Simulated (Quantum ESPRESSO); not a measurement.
# C in Quantum ESPRESSO: the effect of functional

Crystal: C.

```
C
1.0
     0.00000    1.78337    1.78337
     1.78337    0.00000    1.78337
     1.78337    1.78337    0.00000
C
2
Cartesian
  2.6751 2.6751 2.6751
  1.7834 1.7834 1.7834
```

This isn't the form of C at room conditions, which is graphite.

Alike in all runs:

| Property | Result |
| --- | --- |
| Program | Quantum ESPRESSO 7.5 |
| Task | band structure |
| Potentials or basis | SG15 PBE 1.2 |
| Cutoff | 1197 eV |
| Density cutoff | 4789 eV |
| k mesh | 13 × 13 × 13 |
| Occupations | fermi-dirac, width 0.05 eV |
| Spin | no spin polarisation |

| functional | gap on the mesh (eV) | pressure (GPa) |
| --- | --- | --- |
| LDA | 3.94 | -2.2 |
| PBEsol | 4.00 | -2.7 |
| PBE | 4.19 | 0.4 |
| RPBE | 4.26 | 1.9 |
| AM05 | 3.99 | -3.2 |
| revPBE | 4.24 | 1.4 |
| EV93PW91 | ? | ? |

Question: What does the run with functional EV93PW91 give?

Answer: gap on the mesh 4.58 eV; pressure 9.7 GPa.

Caveats: the potentials were made for another functional, which shifts forces and pressure (some runs); the potentials were made for a functional far from this one (some runs).

